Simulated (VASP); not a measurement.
Write the native input for VASP 6.6.1 that does the following.

- Task: relaxation of cell and atoms
- Functional: PBEsol
- Potentials or basis: VASP PAW PBE potentials, release 64 (Cs_sv, I)
- Cutoff: 600 eV
- k mesh: 6 × 6 × 6
- Occupations: gaussian, width 0.02 eV
- Spin: no spin polarisation
- Dipole correction: no
- Further INCAR settings: ALGO = Normal; EDIFF = 1e-06; IBRION = 2; EDIFFG = -0.005; NSW = 100; ISIF = 3

The structure of CsI lies in POSCAR:

```
CsI
1.0
    4.5667000000      0.0000000000      0.0000000000
    0.0000000000      4.5667000000      0.0000000000
    0.0000000000      0.0000000000      4.5667000000
Cs I
1 1
Direct
    0.0000000000      0.0000000000      0.0000000000
    0.5000000000      0.5000000000      0.5000000000
```

The input as run:

INCAR

```
SYSTEM = CsI
PREC = Accurate
ENCUT = 600
EDIFF = 1E-6
ISMEAR = 0
SIGMA = 0.02
LREAL = .FALSE.
LASPH = .TRUE.
NELM = 80
ALGO = Normal
ISIF = 3
LWAVE = .FALSE.
LCHARG = .FALSE.
GGA = PS
IBRION = 2
NSW = 100
EDIFFG = -0.005
```

KPOINTS

```
regular mesh
0
G
  6 6 6
  0 0 0
```

Potentials or basis: VASP PAW PBE potentials, release 64 (Cs_sv, I).

The run is started by

```console
$ cat potpaw_PBE.64/Cs_sv/POTCAR potpaw_PBE.64/I/POTCAR > POTCAR
$ mpirun -np 1 vasp_std > vasp.out
```

Results of the run:

The relaxed volume is 45.97 Å³/atom, the relaxed cell is a = 4.513 Å, b = 4.513 Å, c = 4.513 Å, α = 90.00°, β = 90.00°, γ = 90.00° and the space group after relaxing (to 0.05 Å) is Pm-3m (No. 221). The energy gained by relaxing is 2.2 meV/atom and the ionic steps are 4. The pressure after relaxing is 0.0 GPa. The band gap on the k mesh is 3.82 eV, indirect (least direct gap 3.90 eV).

Caveat: the PAW data sets were made with another functional, which shifts forces and pressure a little; spin-orbit coupling is left out, which moves the levels of the heavy elements.

Wall time 72 s on 1 thread of AMD EPYC 7R43 64-Core Processor (Zen 3), with other jobs on the host, peak memory 0.19 GiB.
